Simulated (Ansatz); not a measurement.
# In: pressure up to the limit of the methods

An exercise on one series of results from a longer session: the logs are not shown, and one member is left open.

Method: DFT, PBE, PAW with Ansatz's default frozen-core files, scalar-relativistic, in Ansatz 0.2.0.

**The starting structure**

Symmetry: P6/mmm, No. 191, hexagonal system. Conventional cell: a = 3.276 Å, b = 3.276 Å, c = 3.079 Å, α = 90.00°, β = 90.00°, γ = 120.00°. Around In (site symmetry 6/mmm) lie 8 In at 3.08 to 3.28 Å.

As a file:

```cif
data_structure
_symmetry_space_group_name_H-M 'P6/mmm'
_symmetry_Int_Tables_number 191
_cell_length_a 3.2758
_cell_length_b 3.2758
_cell_length_c 3.0792
_cell_angle_alpha 90.000
_cell_angle_beta 90.000
_cell_angle_gamma 120.000
_cell_volume 28.62
loop_
_atom_site_label
_atom_site_type_symbol
_atom_site_symmetry_multiplicity
_atom_site_Wyckoff_symbol
_atom_site_fract_x
_atom_site_fract_y
_atom_site_fract_z
_atom_site_occupancy
In1 In 1 a 0.00000 0.00000 0.00000 1
```

The file gives the conventional cell by its symmetry; the runs use the cell typed in the input.

Whether this phase is the stable one at these pressures isn't tested.

The first run:

Contents of input.yaml:

```yaml
crystal:
  lattice:
    - [3.2757804778, 0.0, 0.0]
    - [-1.6378902389, 2.836909111, 0.0]
    - [0.0, 0.0, 3.0792336492]
  atoms:
    - { symbol: In, position: [0.0, 0.0, 0.0] }
kpoints:
  mp_grid: { grid: [15, 15, 14] }
scf:
  occupations: { method: fermi_dirac, width: 0.1 }
hamiltonian:
  xc: pbe
  pseudopotentials: { kind: paw }
output:
  forces: true
  stress: true
relax:
  f_tol: 0.005
  max_steps: 40
  cell: {}
```

Started as:

```bash
$ ansatz run input.yaml --threads 1 --pin off --max-ram 2048MiB --backend cpu --events-out ev --progress --plain --runs-dir out
```

Steps of the session up to this table: Cell relaxed at zero pressure, PAW; Volume scaled by 1, PAW; Shape and atoms relaxed at 0.95 of the volume, PAW; Volume scaled by 0.95, PAW; Shape and atoms relaxed at 0.85 of the volume, PAW; Volume scaled by 0.85, PAW; Shape and atoms relaxed at 0.75 of the volume, PAW; Volume scaled by 0.75, PAW; Shape and atoms relaxed at 0.65 of the volume, PAW; Volume scaled by 0.65, PAW; Shape and atoms relaxed at 0.55 of the volume, PAW; Volume scaled by 0.55, PAW; Shape and atoms relaxed at 0.45 of the volume, PAW; Volume scaled by 0.45, PAW; Shape and atoms relaxed at 0.4 of the volume, PAW; Volume scaled by 0.4, PAW; Volume scaled by 0.4, PAW (partial_waves polarizable).

One of the session's tables, all rows but one given; the rest of the session is left out.

 The rows PAW, 0.4 and PAW (partial_waves polarizable), 0.4 agree to the last digit and may rest on the same set-up.

```
                         method  volume over the first  volume (Å³/atom)  pressure (GPa)
                            PAW                      1            28.527            0.00
                            PAW                   0.95            27.101            1.82
                            PAW                   0.85            24.248            7.77
                            PAW                   0.75                 ?               ?
                            PAW                   0.65            18.543           43.41
                            PAW                   0.55            15.690           93.20
                            PAW                   0.45            12.837          207.83
                            PAW                    0.4            11.411          321.10
PAW (partial_waves polarizable)                    0.4            11.411          321.10
```

Estimate the missing values for PAW, 0.75.

The run gave: volume (Å³/atom): 21.395; pressure (GPa): 19.65. In the column «volume (Å³/atom)» it lies between PAW, 0.65 (18.543) and PAW, 0.85 (24.248).
